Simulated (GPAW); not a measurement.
Crystal: Pb.

```
CELL_PARAMETERS angstrom
0.00000 2.47502 2.47502
2.47502 0.00000 2.47502
2.47502 2.47502 0.00000
ATOMIC_POSITIONS crystal
Pb 0.00000 0.00000 0.00000
```

```yaml
Program: GPAW 26.7.0
Task: relaxation of cell and atoms
Functional: PBE
Potentials_or_basis: GPAW PAW data sets (gpaw-data 1.2.1)
Cutoff: 600 eV
Basis: pw
k_mesh: 9 × 9 × 9
Occupations: fermi-dirac, width 0.05 eV
Spin: no spin polarisation
```

At the start: pressure 2.0 GPa; volume 30.32 Å³/atom.

Q: Where does the relaxation end?

A: Over 3 steps the energy falls by 8.0 meV/atom and the volume is 31.62 Å³/atom (+4.3 %); space group Fm-3m (No. 225, to 0.05 Å).

Step by step:
| step | energy change (eV) | largest force (eV/Å) | pressure (GPa) | volume (Å³) |
| --- | --- | --- | --- | --- |
| 1 | 0.0000 | 0.0000 | 2.01 | 30.32 |
| 2 | -0.0050 | 0.0000 | 1.21 | 30.82 |
| 3 | -0.0080 | 0.0000 | 0.08 | 31.62 |

Final structure:
```xyz
1
Lattice="0.0000 2.5099 2.5099 2.5099 0.0000 2.5099 2.5099 2.5099 0.0000" Properties=species:S:1:pos:R:3 pbc="T T T"
Pb    0.0000    0.0000    0.0000
```

The cell as given is a measured one (30.32 Å³/atom); PBE puts the equilibrium volume +4.3 % from it, thermal expansion not counted.

Caveat: later steps reuse the first step's grids.
